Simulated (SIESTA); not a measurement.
Crystal: ZnO (zincite).

```
Zn O
1.0
     3.24931    0.00000    0.00000
    -1.62465    2.81398    0.00000
     0.00000    0.00000    5.20571
Zn O
2 2
Direct
  0.66667 0.33333 0.00000
  0.33333 0.66667 0.50000
  0.33333 0.66667 0.87901
  0.66667 0.33333 0.37901
```

Base run:

| Quantity | Value |
| --- | --- |
| Program | SIESTA 5.4.2 |
| Functional | PBE |
| Potentials or basis | PseudoDojo 0.4 standard (PBE files) |
| Basis | DZP (energy shift 0.003 Ry; two zetas on semicore shells) |
| Grid cutoff | 800 Ry |
| Energy shift | 0.003 Ry |
| k mesh | 9 × 9 × 5 |
| Occupations | fermi-dirac, width 0.05 eV |
| Spin | no spin polarisation |

Its results: band gap on the k mesh 1.01 eV, direct; pressure 5.7 GPa; largest force 0.095 eV/Å.

Task: The run is repeated on the same cell with these changes: functional from PBE to BLYP. What comes out?

Result: Band gap on the k mesh 1.13 eV, direct; pressure 10.3 GPa; largest force 0.095 eV/Å.

BLYP binds less tightly than PBE, so the same cell stands under more pressure.

Caveats: short orbitals over semicore shells can move pressures by several GPa; the valence orbitals were made in a potential fitted to the semicore shell under them, which widens gaps by tenths of an eV or more; the basis of atomic orbitals isn't converged, which shifts pressures, moduli and gaps; an odd mesh through Γ misses points on the zone boundary, where band edges often lie (some runs); the potentials were made for another functional, which shifts forces and pressure (some runs).

Not every run made on this cell is shown here.
